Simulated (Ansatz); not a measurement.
Space group P6_3/mmc (No. 194). a = 2.521 Å, b = 2.521 Å, c = 4.117 Å, α = 90.00°, β = 90.00°, γ = 120.00°
| atom | site | symmetry | x | y | z |
| --- | --- | --- | --- | --- | --- |
| Cu | 2c | -6m2 | 0.3333 | 0.6667 | 0.2500 |

Equation of state of this Cu structure (not necessarily the ground state), with shape and atoms relaxed at each volume where symmetry leaves them free. It has no gap at any of these volumes. Level of theory: DFT PBEsol, scalar-relativistic, plane waves, PAW (Ansatz 0.2.0).

Settings: cutoff 420 eV, Γ-centred mesh 18×18×10 on the computed 2-atom cell, Gaussian smearing of 0.10 eV; no spin polarisation.

```
V (Å³/atom) E − E(largest V) (meV/atom) P (GPa)
      9.966                        60.71    29.27
     10.306                         8.98    19.87
     10.645                       -24.54    12.03
     10.985                       -42.88     5.48
     11.325                       -48.54     0.02
     11.665                       -43.59    -4.55
     12.004                       -29.76    -8.36
     12.457                         0.00   -12.48
```

Q: Fit a third-order Birch–Murnaghan equation to E(V).

A: V0 = 11.33 Å³/atom, B0 = 166 GPa, B0' = 5.0.

This form isn't the element's structure at ambient conditions.